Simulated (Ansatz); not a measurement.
Band table of Cs

```
Cs
1.0
    -3.02250    3.02250    3.02250
     3.02250   -3.02250    3.02250
     3.02250    3.02250   -3.02250
Cs
1
Direct
  0.00000 0.00000 0.00000
```

The cell comes from COD entry 9011010, which wasn't checked; take it as a given geometry.

Level of theory: Ansatz 0.2.0, DFT, PBE, all-electron LAPW, Dirac equation with spin-orbit coupling.

Sampling and basis: a Γ-centred 9×9×9 k mesh, Fermi–Dirac smearing of 0.05 eV, basis error target 0.5 meV/atom, no spin polarisation.

Path points, in fractions of the reciprocal vectors: Γ (0.000, 0.000, 0.000), H (0.500, -0.500, 0.500), N (0.000, 0.000, 0.500), P (0.250, 0.250, 0.250). Levels in eV from the Fermi level, one of each degenerate spinor pair; bands 13 to 25, counted from the lowest band of the run. The gap is zero.

```
# k(1/Å) point b13 b15 b17 b19 b21 b23 b25
0.000 Γ -11.71 -10.06 -10.06 -1.72 2.50 2.50 2.55
0.208 - -11.72 -10.08 -10.08 -1.49 2.36 2.40 2.64
0.416 - -11.75 -10.13 -10.11 -0.86 1.91 2.22 2.27
0.624 - -11.77 -10.17 -10.15 -0.03 1.20 2.31 2.40
0.832 - -11.79 -10.19 -10.18 0.56 0.76 2.59 2.75
1.039 H -11.80 -10.19 -10.19 0.61 0.61 2.89 3.19
1.186 - -11.79 -10.19 -10.18 0.63 0.66 2.55 2.87
1.333 - -11.79 -10.19 -10.16 0.67 0.71 2.05 2.43
1.480 - -11.78 -10.19 -10.13 0.43 0.79 2.01 2.18
1.627 - -11.77 -10.20 -10.10 0.13 0.88 1.74 2.75
1.774 N -11.77 -10.20 -10.09 0.02 0.91 1.64 3.26
1.921 - -11.76 -10.18 -10.09 -0.27 1.11 1.70 3.33
2.068 - -11.75 -10.15 -10.08 -0.79 1.50 1.87 3.31
2.215 - -11.73 -10.11 -10.07 -1.28 1.98 2.13 2.97
2.362 - -11.72 -10.08 -10.07 -1.60 2.39 2.40 2.63
2.509 Γ -11.71 -10.06 -10.06 -1.72 2.50 2.50 2.55
2.689 - -11.72 -10.08 -10.07 -1.55 2.31 2.32 2.71
2.869 - -11.74 -10.13 -10.08 -1.07 1.83 1.84 3.25
3.049 - -11.76 -10.17 -10.10 -0.37 1.38 1.42 3.61
3.229 - -11.77 -10.17 -10.12 0.44 1.10 1.16 3.07
3.409 P -11.77 -10.15 -10.15 0.91 1.04 1.04 2.49
3.590 - -11.77 -10.18 -10.13 0.85 0.92 0.99 2.97
3.770 - -11.77 -10.19 -10.12 0.84 0.91 0.93 3.42
3.950 - -11.78 -10.20 -10.15 0.76 0.82 1.39 3.09
4.130 - -11.79 -10.19 -10.18 0.66 0.68 2.29 2.99
4.310 H -11.80 -10.19 -10.19 0.61 0.61 2.89 3.19
5.210 P -11.77 -10.15 -10.15 0.91 1.04 1.04 2.49
5.314 - -11.77 -10.17 -10.14 0.82 0.95 1.12 2.69
5.418 - -11.77 -10.18 -10.12 0.54 0.91 1.26 3.08
5.522 - -11.77 -10.19 -10.10 0.26 0.90 1.43 3.28
5.626 - -11.77 -10.19 -10.09 0.08 0.91 1.58 3.27
5.729 N -11.77 -10.20 -10.09 0.02 0.91 1.64 3.26
```
